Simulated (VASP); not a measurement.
A run of VASP 6.6.1 is set up as follows.

The input INCAR:

```
SYSTEM = Al
  PREC = Accurate
  ENCUT = 520
  EDIFF = 1E-7
  ISMEAR = 0
  SIGMA = 0.1
  LREAL = .FALSE.
  LASPH = .TRUE.
  NELM = 60
  ALGO = Normal
  ISIF = 2
  LWAVE = .FALSE.
  LCHARG = .FALSE.
  GGA = PE
  NBANDS = 8
```

KPOINTS

```
regular mesh
0
G
  18 18 18
  0 0 0
```

File POSCAR:

```
Al                                      
1.0
    0.0000000000      2.0599482067      2.0599482067
    2.0599482067      0.0000000000      2.0599482067
    2.0599482067      2.0599482067      0.0000000000
  Al            
     1
Direct
     0.0000000000000000    0.0000000000000000    0.0000000000000000
```

Potentials or basis: VASP PAW PBE potentials, release 64 (Al).

Run with:

```sh
$ cat potpaw_PBE.64/Al/POTCAR > POTCAR
$ mpirun -np 1 vasp_std > vasp.out
```

(1) Estimate the pressure.

(2) Estimate the band gap on the k mesh.

## Answers

(1) -4.0 GPa.

(2) none (metal or under the smearing width).
